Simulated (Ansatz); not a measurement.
# GaP4 and its competing phases

Computed with DFT PBE, scalar-relativistic, plane waves, PAW in Ansatz 0.2.0. Settings: cutoff 420 eV, Γ-centred meshes spaced at most about 0.3 Å⁻¹, and about 0.25 Å⁻¹ or finer for metals (2π included), Gaussian smearing. No spin polarisation.

Formation energies are uncorrected and refer to the elements' standard structures at the same level. The references include black phosphorus.

Temperature and zero-point effects are left out. In GaP4 Im-3m an odd number of electrons in the primitive cell allows no gap without spin; a larger cell or a magnetic state could open one. The reference form of P is held partly by dispersion forces, which this level lacks.

The competitors are the elements and 1 reference phase of this chemical system (from databases or known types: GaP), relaxed at the same level; other known phases may be missing.

The candidate was reached from: Hg4Pt type (Im-3m).

Space group Im-3m (No. 229). a = 5.705 Å, b = 5.705 Å, c = 5.705 Å, α = 90.00°, β = 90.00°, γ = 90.00°
```csv
atom,site,symmetry,x,y,z
Ga,2a,m-3m,0.0000,0.0000,0.0000
P,8c,.-3m,0.2500,0.2500,0.2500
```

**Question.** Where does it stand against these competitors?

**Answer.** Not stable. Its formation energy is 0.688 eV/atom. The lowest competing mixture at this composition is this:

| phase | space group | source | share of atoms | ΔE_f (eV/atom) |
| --- | --- | --- | --- | --- |
| P | - | element | 0.6000 | -0.0005 |
| GaP | F-43m (No. 216) | Materials Project | 0.4000 | -0.432 |

The lowest database cell of P (-0.0005) lies slightly below the reference, hence the non-zero entry.

The mixture lies at -0.173 eV/atom, and the candidate lies 0.86 eV/atom above it. The candidate matches no cell in the subsets of the Crystallography Open Database and the Materials Project at hand. A phase this far over the hull is unlikely to be made.
